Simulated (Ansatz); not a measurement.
input.yaml (Ansatz)

```yaml
crystal:
  lattice:
    - [2.3283262107, 0.0, 0.0]
    - [0.0, 2.3283262107, 0.0]
    - [0.0, 0.0, 2.3283262107]
  atoms:
    - { symbol: Ni, position: [0.0, 0.0, 0.0], spin: 0.575 }
hamiltonian:
  xc: pbe
  pseudopotentials:
    kind: paw
    azcp:
      Ni: "pseudopotentials/Ni.paw.azcp"
basis:
  ecutwfc: 420
  fft_grid_basis: typed
kpoints:
  mp_grid: { grid: [15, 15, 15], shift: [0, 0, 0] }
magnetization:
  spin_polarized: true
scf:
  occupations: { method: fermi_dirac, width: 0.05 }
  lower_state_search: "off"
output:
  stress: true
  write_density: true
  write_potential: true
  elf: true
  volumetric_format: npy
```

and its output:

```
Engine: ansatz 0.2.0, x86_64-unknown-linux-gnu
Pseudopotentials: kind: paw
Pseudopotential: Ni, paw, valence charge 18, recommended cutoff 420 eV (normal) 
Functional definition: PBE
  parameter kappa = 0.804
  parameter beta = 0.06672455060314922
  exchange = pbe_x(kappa = kappa, mu = beta*pi^2/3)
  correlation = pbe_c(beta = beta)
Crystal: 1 atoms, lattice volume = 12.622 Å³
Basis set: ecut = 420 eV, 251 PW (Γ)
Bands: 14, of which v1, the nominal top of the filled ones, is band 9 counted from 1 (8 counted from 0)
Symmetry: 48 space group operations
Space group: Pm-3m (ITA 221), of the structure as read, at distance tolerance 2.3e-5 Å
Magnetic group: BNS 221.92 (UNI 1594), of the structure as read, at distance tolerance 2.3e-5 Å
k-points: 120 of 3375
Non-local potential: Ni, projectors of the file, l = 0: 3, l = 1: 2, l = 2: 3, l = 3: 1
PAW form: soft (Blöchl's): semilocal exchange-correlation on the pseudo side does not see the compensation charge
PAW one-centre angular grid: Ni, 590 points (default); XC on 64 Gauss nodes
Initial density: superposition of atomic densities (chi_scale 0.1, normalization cell)
Starting moments: Σ|m| = 0.575 μB on 1 of 1 site
Initial wavefunctions: pseudopotential atomic-orbital guess
Functional: x = pbe(κ = 0.804, μ = 0.2195149727645171), c = pbe(β = 0.06672455060314922)
SCF iter   1: F=—  HF=-5839.102869 eV  |F-HF|=—  |Δ(HF+E_count)|=         —  Δρ=4.78e-2 (↑4.78e-2 ↓4.63e-2)  dr2=6.63e-1  dr2_m=1.96e-3  M=0.495 μB ∫|m|=0.497 μB  β_m=0.30  ethr=3.10e-3  ⟨swp⟩=5.7  Hψ=17389  notcnv=0
SCF iter   2: F=—  HF=-5839.037547 eV  |F-HF|=—  |Δ(HF+E_count)|=   6.53e-2  Δρ=1.59e-2 (↑1.59e-2 ↓1.02e-2)  dr2=5.77e-2  dr2_m=2.06e-3  M=0.502 μB ∫|m|=0.512 μB  β_m=0.30  ethr=3.10e-3  ⟨swp⟩=2.1  Hψ=6311  notcnv=0  defer=106
SCF iter   3: F=—  HF=-5839.026624 eV  |F-HF|=—  |Δ(HF+E_count)|=   1.09e-2  Δρ=1.09e-2 (↑1.09e-2 ↓5.81e-3)  dr2=2.46e-2  dr2_m=1.50e-3  M=0.503 μB ∫|m|=0.517 μB  β_m=1.00  ethr=3.20e-4  ⟨swp⟩=2.0  Hψ=4224  notcnv=0  defer=106
SCF iter   4: F=—  HF=-5839.014221 eV  |F-HF|=—  |Δ(HF+E_count)|=   1.24e-2  Δρ=4.67e-3 (↑1.01e-3 ↓4.67e-3)  dr2=1.42e-3  dr2_m=4.55e-4  M=0.503 μB ∫|m|=0.530 μB  β_m=1.00  ethr=1.37e-4  ⟨swp⟩=2.1  Hψ=4640  notcnv=0  defer=106
SCF iter   5: F=—  HF=-5839.015962 eV  |F-HF|=—  |Δ(HF+E_count)|=   1.74e-3  Δρ=2.49e-3 (↑1.18e-3 ↓2.49e-3)  dr2=6.89e-4  dr2_m=5.52e-5  M=0.505 μB ∫|m|=0.536 μB  β_m=1.00  ethr=7.90e-6  ⟨swp⟩=2.2  Hψ=4971  notcnv=0  defer=106
SCF iter   6: F=—  HF=-5839.017602 eV  |F-HF|=—  |Δ(HF+E_count)|=   1.64e-3  Δρ=8.25e-4 (↑2.24e-4 ↓8.25e-4)  dr2=5.59e-5  dr2_m=2.20e-5  M=0.506 μB ∫|m|=0.539 μB  β_m=0.30  ethr=3.83e-6  ⟨swp⟩=2.0  Hψ=5153  notcnv=0  defer=106
Mixer restart at iter 6: flushing history
spin-set hold released at iteration 6 (site moments contracting): the magnetisation degrees of freedom join the quasi-Newton model from the next iteration; the mixer history was flushed
SCF iter   7: F=—  HF=-5839.018056 eV  |F-HF|=—  |Δ(HF+E_count)|=   4.54e-4  Δρ=7.57e-4 (↑5.51e-4 ↓7.57e-4)  dr2=8.03e-6  dr2_m=4.69e-5  M=0.508 μB ∫|m|=0.541 μB  β_m=0.65  ethr=3.10e-7  ⟨swp⟩=2.0  Hψ=4000  notcnv=0  defer=106
SCF iter   8: F=—  HF=-5839.018693 eV  |F-HF|=—  |Δ(HF+E_count)|=   6.38e-4  Δρ=2.41e-3 (↑4.81e-4 ↓2.41e-3)  dr2=5.45e-4  dr2_m=1.23e-4  M=0.517 μB ∫|m|=0.551 μB  β_m=0.59  ethr=4.46e-8  ⟨swp⟩=2.8  Hψ=6077  notcnv=0  defer=106
SCF iter   9: F=—  HF=-5839.018616 eV  |F-HF|=—  |Δ(HF+E_count)|=   7.74e-5  Δρ=1.47e-3 (↑1.47e-3 ↓2.81e-4)  dr2=1.35e-4  dr2_m=7.15e-5  M=0.518 μB ∫|m|=0.553 μB  β_m=0.72  ethr=4.46e-8  ⟨swp⟩=3.1  Hψ=6347  notcnv=0  defer=106
SCF iter  10: F=—  HF=-5839.018616 eV  |F-HF|=—  |Δ(HF+E_count)|=   6.08e-7  Δρ=5.21e-4 (↑5.21e-4 ↓2.76e-4)  dr2=4.42e-6  dr2_m=1.82e-5  M=0.524 μB ∫|m|=0.560 μB  β_m=0.86  ethr=4.46e-8  ⟨swp⟩=2.3  Hψ=5314  notcnv=0  defer=106
SCF iter  11: F=—  HF=-5839.018624 eV  |F-HF|=—  |Δ(HF+E_count)|=   8.38e-6  Δρ=2.21e-4 (↑2.21e-4 ↓7.49e-5)  dr2=1.71e-6  dr2_m=2.42e-6  M=0.529 μB ∫|m|=0.566 μB  β_m=0.93  ethr=2.46e-8  ⟨swp⟩=2.0  Hψ=4420  notcnv=0  defer=106
iter 12 did not close the SCF: its close was put off for a magnetic moment that had not settled (scf_convergence_deferred on its scf_iter line)
SCF iter  12: F=-5839.018625 eV  HF=-5839.018625 eV  |F-HF|=1.08e-7  |Δ(HF+E_count)|=   1.53e-6  Δρ=3.86e-5 (↑8.32e-6 ↓3.86e-5)  dr2=9.21e-8  dr2_m=4.65e-8  M=0.533 μB ∫|m|=0.569 μB  β_m=0.92  ethr=5.56e-10  ⟨swp⟩=8.7  Hψ=22584  notcnv=0
SCF iter  13: F=-5839.018625 eV  HF=-5839.018625 eV  |F-HF|=1.91e-10  |Δ(HF+E_count)|=   1.49e-8  Δρ=2.12e-6 (↑8.90e-7 ↓2.12e-6)  dr2=2.80e-10  dr2_m=1.76e-10  M=0.533 μB ∫|m|=0.570 μB  ethr=5.12e-10  ⟨swp⟩=5.5  Hψ=17791  notcnv=0
SCF 1 converged in 13 iterations: F = -5839.018625 eV  dr2 = 2.80e-10
SCF converged after 13 iterations
Magnetization: 0.5330 μB (9.2665 up, 8.7335 down)
Absolute magnetization: 0.5700 μB (∫|ρ↑−ρ↓|, with the PAW one-centre terms)
Spin contamination: 0.0029 ħ² per cell (⟨S²⟩ above its minimum at these occupations)
Per-site moments (μB) at R_I (Å): [(0.5491244848722318, 0.96043456191375)]
Free energy (F): -5839.018625 eV
Harris-Foulkes:  -5839.018625 eV  (|F-HF|=1.91e-10)
Internal energy: -5839.001343 eV  (E = F + TS)
E sigma→0 (E₀):  -5839.009984 eV
Entropy (-TS):   -0.017282 eV (-17.282 meV/atom)
Fermi energy:    15.013113 eV
--- Per-component energies (eV) ---
  E_band       = -336.184209
  E_kinetic    = 282.329108
  E_local      = -3783.519472  (includes V_loc(G=0)·N_el)
  E_nonlocal   = 638.989873
  E_hartree    = 1582.185615
  E_xc         = -83.785034
  E_vxc        = -107.966630  (∫ρ·V_xc dr)
  E_paw        = -1632.522767  (= ΣΔE_a)
  E_vpaw       = -530.390237  (= ΣTr[D̂ρ^β])
  E_aug_tail   = 0.000583  (compensation charges beyond the density's cutoff)
  E_ewald      = -2842.679250
  E_smearing   = -0.017282  (= −TS)
  E_closure    = -0.000000  (closes the sum)
  Σ components = -5839.018625   (vs F -5839.018625, Δ=0.00e0)
--- Stress (GPa, compression-positive) ---
        0.147119       0.000000       0.000000
       -0.000000       0.147119       0.000000
        0.000000       0.000000       0.147119
  P = ⅓ Tr σ = 0.1471 GPa (1.471 kbar)
--- Band table (eV; the first three rows and the last of 240) ---
  k-point 0 ↑: bands = ["-88.3222", "-48.5871", "-48.5871", "-48.5871", "6.9579", "11.4234", "11.4234", "14.6345", "14.6345", "14.6345", "34.3409", "34.3409", "34.3409", "37.9611"]
  k-point 1 ↑: bands = ["-88.3210", "-48.5973", "-48.5862", "-48.5862", "7.0892", "11.4412", "11.4818", "14.5860", "14.5860", "14.6384", "32.5950", "34.5171", "34.5171", "37.9948"]
  k-point 2 ↑: bands = ["-88.3177", "-48.6263", "-48.5839", "-48.5839", "7.4757", "11.4919", "11.6525", "14.4510", "14.4510", "14.6494", "29.8020", "35.0351", "35.0351", "38.0965"]
  k-point 119 ↓: bands = ["-87.5766", "-48.1220", "-48.1218", "-48.1218", "12.2303", "12.2762", "12.2762", "15.9450", "15.9450", "25.9584", "26.7522", "26.7522", "28.5940", "32.2609"]
```

Launched by

```sh
ansatz run input.yaml --threads 1 --pin off --max-ram 3584MiB --backend cpu --events-out ev --progress --plain --runs-dir out
```

On 1 thread of Intel(R) Xeon(R) Platinum 8259CL CPU @ 2.50GHz (Skylake/Cascade Lake) (shared host) this took about 8.7 s of wall time and 7.6 s of CPU time.
